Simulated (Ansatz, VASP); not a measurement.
**Two plane-wave programs on PbSe**

```xyz
2
Lattice="0.0000 3.0045 3.0045 3.0045 0.0000 3.0045 3.0045 3.0045 0.0000" Properties=species:S:1:pos:R:3 pbc="T T T"
Pb    0.0000    0.0000    0.0000
Se    3.0045    3.0045    3.0045
```

Alike in both runs: task single point; functional PBE; dispersion D3(BJ); k mesh 10 × 10 × 10; occupations gaussian, width 0.01 eV; no spin polarisation.

|  | VASP | Ansatz |
| --- | --- | --- |
| version | VASP 6.6.1 | Ansatz 0.2.0 |
| potentials or method | VASP PAW PBE potentials, release 64 (Pb_d, Se) | scalar-relativistic, plane waves, PAW |
| plane-wave cutoff (eV) | 520 | 420 |
| valence electrons in the cell | 20 | 30 |

VASP gave:

| Quantity | Value |
| --- | --- |
| gap on the k mesh at the Fermi level (eV) | 0.09 |
| least direct gap on the mesh (eV) | 0.09 |
| pressure (GPa) | 3.6 |

Q: Estimate Ansatz's values.

A: gap on the k mesh at the Fermi level (eV): 0.08; least direct gap on the mesh (eV): 0.08; pressure (GPa): 3.7.

The two sets of potentials don't hold the same shells in valence.

Caveats: spin-orbit coupling is left out, which as a rule narrows the gap of such compounds by several tenths of an eV.
